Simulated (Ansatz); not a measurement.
A 2-atom cell of LiH started from a crystallographic database with hydrogen sites as listed, relaxed with r2SCAN+rVV10: 6 runs in Ansatz 0.2.0, each a calculation of independent-particle optics. Space group Fm-3m (No. 225), cubic; conventional cell a = 3.997 Å, 7.98 Å³ an atom. Around Li lie 6 H at 2.00 Å; around H lie 6 Li at 2.00 Å. No spin polarisation and no zero-point or thermal motion.

```
Li H
1.0
     0.00000    1.99847    1.99847
     1.99847    0.00000    1.99847
     1.99847    1.99847    0.00000
Li H
1 1
Direct
  0.00000 0.00000 0.00000
  0.50000 0.50000 0.50000
```

On meshes this coarse, single peaks can be features of the mesh. No local fields, no excitons; the zone sum runs over the cells of the mesh, and ε∞ includes the bands left out of the spectrum. Up to four peaks are listed, those above 15 % of the tallest and inside the complete range; the four can differ from row to row. Rows marked drawn have settings drawn at random (some not listed).

```tsv
functional	k mesh	broadening (eV)	scissors (eV)	range (eV)	settings	direct gap on the mesh before scissors (eV)	ε∞ xx	ε∞ yy	ε∞ zz	complete up to (eV)	tallest peaks of mean ε₂ (eV)
PBE	8×8×8	0.1	0.00	0–16	chosen	2.98	4.45	4.45	4.45	16.0	4.05 4.65 7.45 12.15
r2SCAN	8×8×8	0.1	0.00	0–16	chosen	3.63	3.82	3.82	3.82	16.0	4.65 5.25 8.05 8.80
PBE	8×8×8	0.1	0.99 (to HSE06)	0–16	chosen	2.98	3.93	3.93	3.93	16.0	5.00 5.65 8.45 13.10
PBEsol	6×6×6	0.03	2.50	0.5–30	drawn	2.74	3.59	3.59	3.59	30.0	6.15 6.80 7.05 9.85
r2SCAN	6×6×6	0.4	0.60	0.5–10	drawn	3.63	3.61	3.61	3.61	10.0	8.30
PBE	8×8×8	0.03	0.00	0–30	drawn	2.98	4.45	4.45	4.45	30.0	4.05 4.70 7.50 8.10
```
